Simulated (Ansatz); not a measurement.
# SiO2 (bilayer silica): the cost of one run

Program: Ansatz 0.2.0. Level of theory: DFT r2SCAN, scalar-relativistic, plane waves, PAW. These are calculated values, not measurements.

## (1) The starting structure

It takes space group P6/mmm (No. 191, hexagonal). The conventional cell has a = 5.420 Å, b = 5.420 Å, c = 18.000 Å, α = 90.00°, β = 90.00°, γ = 120.00°. Si (site symmetry 3m) is surrounded by 4 O at 1.60 to 1.65 Å. O (site symmetry -6m2) has 2 Si at 1.60 Å as nearest neighbours. Around O (site symmetry 2mm) lie 2 Si at 1.65 Å.

Coordinates:

```xyz
12
Lattice="5.4200 0.0000 0.0000 -2.7100 4.6939 0.0000 0.0000 0.0000 18.0000" Properties=species:S:1:pos:R:3 pbc="T T T"
Si    0.0000    3.1292   10.6000
Si    0.0000    3.1292    7.4000
O     0.0000    3.1292    9.0000
Si    2.7100    1.5646   10.6000
Si    2.7100    1.5646    7.4000
O     2.7100    1.5646    9.0000
O     2.7100    0.0000   11.1200
O     2.7100    0.0000    6.8800
O    -1.3550    2.3469   11.1200
O    -1.3550    2.3469    6.8800
O     1.3550    2.3469   11.1200
O     1.3550    2.3469    6.8800
```

## (2) Relaxing the atoms: Si4O8 sheet, no spin

The input, input.yaml:

```yaml
crystal:
  lattice:
    - [5.42, 0.0, 0.0]
    - [-2.71, 4.69385769, 0.0]
    - [0.0, 0.0, 18.0]
  atoms:
    - { symbol: Si, position: [0.33333333, 0.66666667, 0.58888889] }
    - { symbol: Si, position: [0.33333333, 0.66666667, 0.41111111] }
    - { symbol: O, position: [0.33333333, 0.66666667, 0.5] }
    - { symbol: Si, position: [0.66666667, 0.33333333, 0.58888889] }
    - { symbol: Si, position: [0.66666667, 0.33333333, 0.41111111] }
    - { symbol: O, position: [0.66666667, 0.33333333, 0.5] }
    - { symbol: O, position: [0.5, 0.0, 0.61777778] }
    - { symbol: O, position: [0.5, 0.0, 0.38222222] }
    - { symbol: O, position: [0.0, 0.5, 0.61777778] }
    - { symbol: O, position: [0.0, 0.5, 0.38222222] }
    - { symbol: O, position: [0.5, 0.5, 0.61777778] }
    - { symbol: O, position: [0.5, 0.5, 0.38222222] }
  periodic: [true, true, false]
scf:
  occupations: { method: gaussian, width: 0.02 }
output:
  forces: true
  stress: false
  eigenvalues: true
  write_density: true
  write_potential: true
  elf: true
  volumetric_format: npy
kpoints:
  mp_grid: { grid: [4, 4, 1] }
hamiltonian:
  xc: r2scan
relax:
  f_tol: 0.005
  max_steps: 60
```

Started as:

```console
> ansatz run input.yaml --threads 4 --pin off --max-ram 16384MiB --backend cpu --events-out ev --progress --plain --runs-dir out
```

Q: Estimate wall time and peak memory on 4 threads of AMD EPYC 9R45 (Zen 5), shared host.

About 24 s, with a peak of 2.5 GiB.
